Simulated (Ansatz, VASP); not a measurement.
One calculation of CdF2, two programs

Contents of INCAR:

```
ALGO = Normal
EDIFF = 1E-7
ENCUT = 520
GGA = PE
ISIF = 2
ISMEAR = 0
IVDW = 12
LASPH = T
LCHARG = F
LREAL = F
LWAVE = F
NBANDS = 20
NELM = 100
PREC = Accurate
SIGMA = 0.02
```

The input KPOINTS:

```
k-points
0
Gamma
  8 8 8
```

POSCAR

```
CdF2
1.0
    0.0000000000      2.6940000000      2.6940000000
    2.6940000000      0.0000000000      2.6940000000
    2.6940000000      2.6940000000      0.0000000000
Cd F
1 2
Direct
    0.0000000000      0.0000000000      0.0000000000
    0.2500000000      0.2500000000      0.2500000000
    0.7500000000      0.7500000000      0.7500000000
```

Input for Ansatz:

```yaml
crystal:
  lattice:
    - [0.0, 2.694, 2.694]
    - [2.694, 0.0, 2.694]
    - [2.694, 2.694, 0.0]
  atoms:
    - { symbol: Cd, position: [0.0, 0.0, 0.0] }
    - { symbol: F, position: [0.25, 0.25, 0.25] }
    - { symbol: F, position: [0.75, 0.75, 0.75] }
basis:
  ecutwfc: 420
kpoints:
  mp_grid: { grid: [8, 8, 8] }
hamiltonian:
  xc: pbe
  dispersion: d3bj
scf:
  occupations: { method: gaussian, width: 0.02 }
output:
  forces: true
  stress: true
  eigenvalues: true
  populations: true
```

Alike in both runs: task single point; functional PBE; dispersion D3(BJ); k mesh 8 × 8 × 8; occupations gaussian, width 0.02 eV; no spin polarisation.

|  | VASP | Ansatz |
| --- | --- | --- |
| version | VASP 6.6.1 | Ansatz 0.2.0 |
| potentials or method | VASP PAW PBE potentials, release 64 (Cd, F) | scalar-relativistic, plane waves, PAW |
| plane-wave cutoff (eV) | 520 | 420 |
| valence electrons in the cell | 26 | 34 |

|  | VASP | Ansatz | Ansatz less VASP |
| --- | --- | --- | --- |
| gap on the k mesh at the Fermi level (eV) | 3.07 | 3.10 | +0.033 |
| least direct gap on the mesh (eV) | 3.57 | 3.60 | +0.031 |
| pressure (GPa) | 4.1 | 3.4 | -0.73 |
| dispersion energy (meV/atom) | -167.4 | -167.5 | -0.04 |

The two sets of potentials don't hold the same shells in valence.

A k mesh can miss the band edges.
